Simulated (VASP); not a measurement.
# VASP 6.6.1 run: AlN

INCAR

```
EDIFF = 1E-7
LREAL = .FALSE.
IBRION = 2
ENCUT = 600
LASPH = .TRUE.
ISIF = 3
ISMEAR = -1
NELM = 120
NSW = 40
EDIFFG = -5E-3
ALGO = Normal
PREC = Accurate
SIGMA = 0.02
ISYM = -1
LCHARG = .FALSE.
LWAVE = .FALSE.
NBANDS = 11
METAGGA = RSCAN
```

KPOINTS

```
KPOINTS created by Atomic Simulation Environment
0
Gamma
4 4 4
0 0 0
```

POSCAR

```
Al N
 1.0000000000000000
    -0.0000000000000000    2.0352516416763575    2.0352516416763575
     2.0352516416763575    0.0000000000000000    2.0352516416763575
     2.0352516416763575    2.0352516416763575   -0.0000000000000000
 Al  N
   1   1
Cartesian
  0.0000000000000000  0.0000000000000000  0.0000000000000000
  2.0352516416763575  2.0352516416763575  2.0352516416763575
```

The recommended PBE PAW datasets give the neutral cell 8 valence electrons.

Command

```
mpirun -np 1 vasp_std
```

Problem. Predict the outcome of this run.

Solution. It converged. Results: relaxed cell vector lengths 2.849, 2.849, 2.849 Å; relaxed cell volume 16.35 Å³.

OSZICAR

```
N       E                     dE             d eps       ncg     rms          rms(c)
DAV:   1     0.622425115457E+01    0.62243E+01   -0.44296E+03  1432   0.720E+02
DAV:   2    -0.237869698870E+02   -0.30011E+02   -0.28882E+02  1706   0.163E+02
DAV:   3    -0.247516593072E+02   -0.96469E+00   -0.96260E+00  1723   0.263E+01
DAV:   4    -0.247564358792E+02   -0.47766E-02   -0.47762E-02  1578   0.196E+00
DAV:   5    -0.247564832568E+02   -0.47378E-04   -0.47377E-04  1684   0.190E-01    0.779E+00
DAV:   6    -0.209427745576E+02    0.38137E+01   -0.55167E+00  1528   0.130E+01    0.329E+00
DAV:   7    -0.209636784892E+02   -0.20904E-01   -0.42419E-01  1624   0.453E+00    0.199E+00
DAV:   8    -0.209821015781E+02   -0.18423E-01   -0.50990E-02  1408   0.164E+00    0.361E-01
DAV:   9    -0.209807446459E+02    0.13569E-02   -0.75438E-03  1552   0.562E-01    0.983E-02
DAV:  10    -0.209809744643E+02   -0.22982E-03   -0.39816E-04  1570   0.161E-01    0.737E-02
...
DAV:   8    -0.209794010891E+02    0.10322E-07   -0.14406E-08   704   0.111E-03
   2 F= -.20979401E+02 E0= -.20979401E+02  d E =0.154507E-02
       N       E                     dE             d eps       ncg     rms          rms(c)
DAV:   1    -0.210126021629E+02   -0.33201E-01   -0.47434E-01  1408   0.513E+00    0.972E-01
DAV:   2    -0.209945519988E+02    0.18050E-01   -0.77295E-02  1537   0.177E+00    0.297E-01
DAV:   3    -0.209943758026E+02    0.17620E-03   -0.45239E-03  1444   0.499E-01    0.614E-02
DAV:   4    -0.209943211391E+02    0.54664E-04   -0.76974E-05  1450   0.779E-02    0.344E-02
DAV:   5    -0.209943021613E+02    0.18978E-04   -0.87018E-06  1480   0.312E-02    0.153E-02
DAV:   6    -0.209943021772E+02   -0.15824E-07   -0.18802E-07  1522   0.442E-03
   3 F= -.20994302E+02 E0= -.20994302E+02  d E =-.133560E-01
```

| ionic step | ΔE (meV/atom) | volume (Å³) | largest force (eV/Å) | pressure (GPa) | electronic steps |
| --- | --- | --- | --- | --- | --- |
| 1 | 0.0 | 16.86 | 0.000 | -8.15 | 13 |
| 2 | 0.8 | 15.84 | 0.000 | 9.57 | 8 |
| 3 | -6.7 | 16.35 | 0.000 | -0.04 | 6 |

For comparison, a separate r²SCAN relaxation on usual settings, not on those above, ends at 16.41 Å³.
